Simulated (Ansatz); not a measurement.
Method: DFT PBE, scalar-relativistic, plane waves, PAW (Ansatz 0.2.0). Settings: cutoff 420 eV, Γ-centred meshes spaced at most about 0.3 Å⁻¹, and about 0.25 Å⁻¹ or finer for metals (2π included), Gaussian smearing. No spin polarisation.

These are static total energies at zero pressure.

Question: Order these relaxed structures of In₄Sb₃As by energy, lowest first, with the energy over the lowest of them.
A.

```xyz
8
Lattice="3.0243 -6.1487 0.0000 3.0243 6.1487 0.0000 0.0000 0.0000 6.2276" Properties=species:S:1:pos:R:3 pbc="T T T"
In    3.0243   -3.0855    0.3493
In    3.0243   -3.2009    3.4697
In    3.0243    3.0855    0.3493
In    3.0243    3.2009    3.4697
Sb    3.0243    0.0000    3.6179
Sb    3.0243    0.0000    0.2590
Sb    0.0000    0.0000    0.6887
As    0.0000    0.0000    3.3654
```

B.

```xyz
8
Lattice="6.5262 0.0000 0.0000 0.0000 6.5262 0.0000 0.0000 0.0000 6.5262" Properties=species:S:1:pos:R:3 pbc="T T T"
In    1.5771    4.9490    1.5771
In    1.5771    1.5771    4.9490
In    4.9490    4.9490    4.9490
In    4.9490    1.5771    1.5771
Sb    0.0000    3.2631    3.2631
Sb    3.2631    3.2631    0.0000
Sb    3.2631    0.0000    3.2631
As    0.0000    0.0000    0.0000
```

Answer: B (0 meV/atom), A (193 meV/atom). Forms: B P-43m; A Cmm2. Counting As or Sb atoms around In (for each partner element, those within 1.25 times its shortest distance or 1.15 times the sum of covalent radii, where it is the nearest in units of that sum or under 1.3): B has In 4; A has In 2. A holds Sb–Sb chains (shortest 2.87 Å); in B the shortest Sb–Sb distance is 4.61 Å. Both come from invented guesses. Shaken at random and relaxed again, B came back.

Spin–orbit coupling, which can matter for Sb, is left out. Cells without such a test can be saddle points. Some structure types and database cells were kept out of the candidates from the start, so a known form may be missing.
